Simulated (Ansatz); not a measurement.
Structure: AlGa3As4, ordered on the zincblende lattice (R3m) with 8 atoms a cell, at its r2SCAN minimum. It is trigonal, R3m (No. 160); conventional cell a = 4.011 Å, c = 39.251 Å, 22.79 Å³ an atom. Al has 4 As at 2.45–2.46 Å; Ga has 4 As at 2.46 Å; Ga has 4 As at 2.45 Å; Ga has 4 As at 2.45–2.46 Å; As has 3 Al at 2.45 Å and 1 Ga at 2.46 Å; As has 4 Ga at 2.45–2.46 Å; As has 4 Ga at 2.45 Å; As has 3 Ga at 2.46 Å and 1 Al at 2.46 Å.

```
Al Ga As
1.0
     2.00560    1.15793   13.08359
    -2.00560    1.15793   13.08359
     0.00000   -2.31587   13.08359
Al Ga As
1 3 4
Direct
  0.99984 0.99984 0.99984
  0.24994 0.24994 0.24994
  0.49997 0.49997 0.49997
  0.75012 0.75012 0.75012
  0.31259 0.31259 0.31259
  0.56247 0.56247 0.56247
  0.81257 0.81257 0.81257
  0.06249 0.06249 0.06249
```

3 runs of Ansatz 0.2.0 on this cell differ in the functional (and in the settings that go with it). Levels are in eV from each run's valence top; v1 is the last filled band, c1 the first empty one.

Run A, mean stress +0.7 GPa (compression positive):

| point | v2 | v1 | c1 | c2 |
| --- | --- | --- | --- | --- |
| Γ | -0.02 | 0.00 | 1.57 | 1.96 |
| T | -0.16 | -0.16 | 1.97 | 2.11 |
| H₂ | -2.12 | -2.10 | 3.06 | 3.21 |
| L | -1.53 | -1.46 | 2.29 | 2.46 |

Run B, mean stress +2.5 GPa (compression positive):

| point | v2 | v1 | c1 | c2 |
| --- | --- | --- | --- | --- |
| Γ | 0.00 | 0.00 | 0.69 | 1.18 |
| T | -0.14 | -0.14 | 1.18 | 1.32 |
| H₂ | -1.96 | -1.94 | 2.35 | 2.51 |
| L | -1.39 | -1.33 | 1.66 | 1.82 |

Run C, mean stress +0.5 GPa (compression positive):

| point | v2 | v1 | c1 | c2 |
| --- | --- | --- | --- | --- |
| Γ | -0.06 | 0.00 | 2.15 | 2.58 |
| T | -0.20 | -0.20 | 2.59 | 2.73 |
| H₂ | -2.20 | -2.17 | 3.68 | 3.84 |
| L | -1.59 | -1.52 | 2.92 | 3.09 |

Q: Match the runs to PBE, HSE06, PBE0.

A: A is HSE06, B is PBE, C is PBE0. In order of the gap: PBE 0.69, HSE06 1.57, PBE0 2.15 eV.

Note: simulated data, non-magnetic, for a generated structure that need not be the stable one.

The runs are scalar-relativistic, without spin-orbit coupling.

The stress of a hybrid is loosely converged in these runs.
